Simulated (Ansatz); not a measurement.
(110) slab of diamond, 8.8 Å thick as cut, ended by H

Ansatz, PAW, plane waves, no spin–orbit coupling unless named; atoms relaxed with PBEsol, the curve by HSE06. The curve holds the local part of the PAW potentials, so its shape inside matter depends on the files.

```
CELL_PARAMETERS angstrom
1.77690 -1.77690 0.00000
0.00000 0.00000 3.55380
-17.17931 -17.17931 0.00000
ATOMIC_POSITIONS crystal
C 0.99987 0.99940 0.52541
C 0.99982 0.99431 0.31957
C 0.99989 0.25464 0.67954
C 0.99991 0.24940 0.47371
C 0.99980 0.99872 0.62894
C 0.99991 0.99964 0.42200
C 0.99989 0.24927 0.57711
C 0.99994 0.25024 0.37018
C 0.49990 0.49408 0.67958
C 0.49989 0.49939 0.47371
C 0.49979 0.75030 0.62898
C 0.49990 0.74932 0.42200
C 0.49987 0.49958 0.57714
C 0.49995 0.49868 0.37017
C 0.49986 0.74941 0.52543
C 0.49983 0.75486 0.31959
H 0.99973 0.16530 0.28163
H 0.99986 0.08324 0.71744
H 0.49987 0.66488 0.71754
H 0.49975 0.58393 0.28164
```

Planar mean of the electrostatic potential energy along the normal, from the vacuum level:

(z (Å), v (eV)): (0.00, 0.00), (0.40, 0.00), (0.67, 0.00), (1.08, 0.00), (1.35, 0.00), (1.75, 0.00), (2.02, 0.00), (2.43, 0.00), (2.70, 0.00), (3.10, 0.00), (3.37, 0.00), (3.78, 0.00), (4.05, 0.00), (4.45, 0.00), (4.72, 0.00), (5.13, -0.03), (5.40, -0.06), (5.80, -0.21), (6.07, -0.54), (6.48, -2.37), (6.75, -5.87), (7.15, -6.78), (7.42, -12.70), (7.83, -18.75), (8.23, -10.64), (8.50, -10.33), (8.91, -18.93), (9.18, -17.35), (9.58, -8.71), (9.85, -12.11), (10.26, -19.32), (10.53, -15.28), (10.93, -8.85), (11.20, -14.51), (11.61, -18.73), (11.88, -12.91), (12.28, -10.24), (12.55, -16.75), (12.96, -17.18), (13.23, -10.66), (13.63, -12.39), (13.90, -18.46), (14.31, -15.01), (14.58, -9.01), (14.98, -14.70), (15.25, -19.31), (15.66, -12.87), (15.93, -9.15), (16.33, -17.25), (16.74, -15.76), (17.01, -8.47), (17.41, -6.62), (17.68, -3.87), (18.09, -0.82), (18.36, -0.32), (18.76, -0.08), (19.03, -0.03), (19.44, -0.01), (19.71, -0.01), (20.11, 0.00), (20.38, 0.00), (20.79, 0.00), (21.06, 0.00), (21.46, 0.00), (21.73, 0.00), (22.14, 0.00), (22.41, 0.00), (22.81, 0.00), (23.08, 0.00), (23.49, 0.00), (23.76, 0.00), (24.16, 0.00)

Question: How far below the vacuum level do the top filled and the lowest empty level lie, by each functional?

Answer: PBEsol: 3.06 and 0.96 eV (gap 2.10 eV, a 6×4×1 mesh); HSE06: 3.62 and 0.73 eV (gap 2.88 eV, a 4×3×1 mesh). Either level can be a surface state and not a band edge of the crystal.
